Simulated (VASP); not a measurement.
Here is a VASP 6.6.1 calculation.

File POSCAR:

```
CaO
1.0
    0.0000000000      2.6067317416      2.6067317416
    2.6067317416      0.0000000000      2.6067317416
    2.6067317416      2.6067317416      0.0000000000
Ca O
1 1
Direct
    0.0000000000      0.0000000000      0.0000000000
    0.2500000000      0.2500000000      0.2500000000
```

Contents of INCAR.step1:

```
  ALGO = Normal
  EDIFF = 1E-5
  ENCUT = 520
  GGA = PE
  ISIF = 2
  ISMEAR = 0
  LASPH = T
  LREAL = F
  LWAVE = T
  NBANDS = 15
  NELM = 80
  PREC = Accurate
  SIGMA = 0.01
```

INCAR.step2

```
  ALGO = Normal
  EDIFF = 1E-6
  ENCUT = 520
  GGA = PE
  HFSCREEN = 0.2079
  ISIF = 2
  ISMEAR = 0
  ISTART = 1
  LASPH = T
  LCHARG = T
  LELF = T
  LHFCALC = T
  LREAL = F
  LVHAR = T
  LWAVE = F
  NBANDS = 15
  NELM = 80
  PREC = Accurate
  PRECFOCK = Normal
  SIGMA = 0.01
```

The input KPOINTS:

```
k-points
0
Gamma
  4 4 4
```

Potentials or basis: VASP PAW PBE potentials, release 64 (Ca_sv, O).

Run with:

```sh
$ cat potpaw_PBE.64/Ca_sv/POTCAR potpaw_PBE.64/O/POTCAR > POTCAR
$ cp INCAR.step1 INCAR
$ mpirun -np 1 vasp_std > vasp.out
$ cp INCAR.step2 INCAR
$ mpirun -np 1 vasp_std > vasp.out
```

Predict the pressure.

0.6 GPa.

Estimate the band gap on the k mesh.

4.71 eV, indirect (least direct gap 5.34 eV).

Caveat: the k mesh is coarse (spacing up to 0.52 Å⁻¹), so the values aren't converged, least of all with exact exchange; the PAW data sets were made with another functional, which shifts forces and pressure a little. A k mesh can miss the band edges.
